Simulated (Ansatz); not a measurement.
# Pb: stationary points along a deformation path

Theory: DFT PBE, scalar-relativistic, plane waves, PAW (Ansatz 0.2.0). The runs took a 420 eV cutoff, a Γ-centred 18×18×18 mesh and Gaussian smearing (0.15 eV). Spin–orbit coupling is left out, which can shift energies with elements as heavy as these. No spin polarisation. Energies are free energies at this smearing, counted from the undisturbed cell; pressure is positive in compression.

The starting cell (as given, not relaxed at this level; it stands at 2.7 GPa):

```
Pb
1.0
     0.00000    2.46980    2.46980
     2.46980    0.00000    2.46980
     2.46980    2.46980    0.00000
Pb
1
Cartesian
  0.0000 0.0000 0.0000
```

At fixed volume and fractional coordinates, lengths along (0.577, 0.577, 0.577) are scaled against those across it; ρ is that ratio over its starting value. V = 30.131 Å³/atom. Δσ is the stress along the axis less the mean stress across it (compression positive).

```
    ρ  ΔE (meV/atom)  Δσ (GPa) space group
0.500          248.5      0.00        Pm-3m
0.600          226.0      1.31         R-3m
0.710          180.1      3.87         R-3m
0.850           57.0      5.34         R-3m
0.930           10.1      2.51         R-3m
1.000            0.0      0.00        Fm-3m
1.080           13.4     -3.32         R-3m
1.200           96.4     -9.19         R-3m
1.410          380.7    -18.78         R-3m
1.700          991.3    -33.25         R-3m
2.000         1898.4    -57.80         R-3m
```

How does the stress give the slope of the energy, and where is the energy stationary?

Along the path d ln(length) is 2/3 d ln ρ on the axis and −1/3 d ln ρ across it, so dE/d ln ρ = −(2/3) V Δσ: the energy falls with ρ where Δσ is positive. Δσ vanishes or changes sign at ρ = 0.500 (Pm-3m, an end of the scan), at 248.5 meV/atom; at ρ = 1.000 (Fm-3m), a minimum at 0.0 meV/atom. Pairs of stationary points between two samples would go unseen, and could change a minimum read from distant neighbours into a maximum. At ρ = 0.500, 1.000 the cell is cubic, where symmetry alone makes the stress isotropic and the slope zero.

Which shear constant sets the curvature at ρ = 1?

For a cubic crystal E/V = (2/3) C (ln ρ)² with C = C44, so Δσ = −2C ln ρ. The parabola of Δσ against ln ρ through ρ = 0.930, 1 and 1.080 gives C ≈ 19.4 GPa with the ions clamped, rough because the steps are large. It is the stress–strain coefficient at this cell's pressure of 2.7 GPa, not the zero-pressure constant.

In a metal these slopes depend on the k mesh and the smearing.